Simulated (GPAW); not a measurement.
The system is CuO.

```xyz
4
Lattice="1.9910 -2.1536 0.0000 1.9910 2.1536 0.0000 0.0000 0.0000 5.1559" Properties=species:S:1:pos:R:3 pbc="T T T"
Cu    0.9955   -1.0768    0.0000
Cu    0.9955    1.0768    2.5780
O     1.9910    0.0000    1.2890
O     1.9910    0.0000    3.8669
```

Measurements of this composition are mostly on another form, of space group No. 15.

```yaml
Program: GPAW 26.7.0
Task: relaxation of cell and atoms
Functional: PBEsol
Dispersion: D4
Potentials_or_basis: PAW data sets generated in the run's folder for this functional
Cutoff: 800 eV
Basis: pw
k_mesh: 6 × 6 × 4
Occupations: fermi-dirac, width 0.05 eV
Spin: no spin polarisation
```

At the start: pressure -5.9 GPa; volume 11.05 Å³/atom.

How do energy, volume and symmetry change on relaxing?

Over 9 steps the energy falls by 6.1 meV/atom and the volume is 10.63 Å³/atom (-3.8 %); space group Cccm (No. 66, to 0.05 Å).

The path:
| step | energy change (eV) | largest force (eV/Å) | pressure (GPa) | volume (Å³) |
| --- | --- | --- | --- | --- |
| 1 | 0.0000 | 0.0000 | -5.94 | 44.21 |
| 2 | -0.0061 | 0.0000 | -5.25 | 44.02 |
| 3 | -0.0227 | 0.0001 | 0.23 | 42.63 |
| 4 | -0.0232 | 0.0000 | -0.03 | 42.68 |
| 5 | -0.0238 | 0.0000 | -0.33 | 42.74 |
| 6 | -0.0245 | 0.0001 | -0.63 | 42.77 |
| 7 | -0.0249 | 0.0002 | -0.59 | 42.70 |
| 8 | -0.0247 | 0.0002 | -0.25 | 42.59 |
| 9 | -0.0246 | 0.0001 | -0.02 | 42.54 |

Final structure:
```cif
data_structure
_symmetry_space_group_name_H-M 'P 1'
_symmetry_Int_Tables_number 1
_cell_length_a 2.8826
_cell_length_b 2.8826
_cell_length_c 5.1324
_cell_angle_alpha 90.000
_cell_angle_beta 90.000
_cell_angle_gamma 94.093
_cell_volume 42.54
loop_
_atom_site_label
_atom_site_type_symbol
_atom_site_fract_x
_atom_site_fract_y
_atom_site_fract_z
_atom_site_occupancy
Cu1 Cu 0.50000 0.00000 0.00000 1
Cu2 Cu 0.00000 0.50000 0.50000 1
O1 O 0.50000 0.50000 0.25000 1
O2 O 0.50000 0.50000 0.75000 1
```

Caveat: with this Cu data set, volumes or pressures lay over 1.5 % or 2 GPa off other programs in two to four cells of ten; later steps reuse the first step's grids; the run has no spin polarisation, though such a crystal can be magnetic; pairwise dispersion overbinds metals, which lowers pressure and volume.
